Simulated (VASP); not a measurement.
Here is a VASP 6.6.1 calculation.

POSCAR

```
CdTe
1.0
    0.0000000000      3.2916394314      3.2916394314
    3.2916394314      0.0000000000      3.2916394314
    3.2916394314      3.2916394314      0.0000000000
Te Cd
1 1
Direct
    0.7500000000      0.7500000000      0.7500000000
    0.0000000000      0.0000000000      0.0000000000
```

INCAR.step1

```
SYSTEM = CdTe
ALGO     = Normal         ! electronic algorithm
EDIFF    = 1E-5           ! SCF threshold, eV
ENCUT    = 520            ! plane-wave cutoff, eV
GGA      = PE             ! functional
ISIF     = 2              ! what is computed and relaxed
ISMEAR   = -1             ! smearing method
LASPH    = .True.         ! aspherical terms in the spheres
LCHARG   = .False.        ! write CHGCAR
LREAL    = .False.        ! projectors in reciprocal space
LWAVE    = .True.         ! write WAVECAR
NBANDS   = 16             ! bands
NELM     = 60             ! most SCF steps
PREC     = Accurate       ! precision mode
SIGMA    = 0.05           ! smearing width, eV
```

The input INCAR.step2:

```
SYSTEM = CdTe
AEXX     = 0.25           ! exact-exchange fraction
ALGO     = Normal         ! electronic algorithm
EDIFF    = 1E-6           ! SCF threshold, eV
ENCUT    = 520            ! plane-wave cutoff, eV
GGA      = PE             ! functional
HFSCREEN = 0.3            ! screening, 1/A
ISIF     = 2              ! what is computed and relaxed
ISMEAR   = -1             ! smearing method
ISTART   = 1            
LASPH    = .True.         ! aspherical terms in the spheres
LCHARG   = .False.        ! write CHGCAR
LHFCALC  = .True.         ! exact exchange
LREAL    = .False.        ! projectors in reciprocal space
LWAVE    = .False.        ! write WAVECAR
NBANDS   = 16             ! bands
NELM     = 60             ! most SCF steps
PREC     = Accurate       ! precision mode
PRECFOCK = Normal       
SIGMA    = 0.05           ! smearing width, eV
```

KPOINTS

```
k-points
0
Gamma
  4 4 4
  0 0 0
```

Potentials or basis: VASP PAW PBE potentials, release 64 (Te, Cd).

Command:

```sh
$ cat potpaw_PBE.64/Te/POTCAR potpaw_PBE.64/Cd/POTCAR > POTCAR
$ cp INCAR.step1 INCAR
$ mpirun -np 1 vasp_std > vasp.out
$ cp INCAR.step2 INCAR
$ mpirun -np 1 vasp_std > vasp.out
```

(1) Estimate the band gap on the k mesh.

(2) What does it give for the pressure?

Results:

(1) 1.24 eV.

(2) 0.0 GPa.

Caveat: the PAW data sets were made with another functional, which shifts forces and pressure a little; spin-orbit coupling is left out, which moves the levels of the heavy elements.

**Measured values to compare with.**

A printed reference work, data compilation reports, for a bulk crystal of CdTe at 0 K: band gap 1.607 eV.

Measured gap of CdTe: 1.607 eV (0 K; a printed reference work, data compilation). This calculation gives 1.24 eV (-0.37 eV). Spin-orbit coupling on Cd, Te is left out. The value is that of PBE-based screened hybrid with 25 % exact exchange, without temperature or zero-point motion.
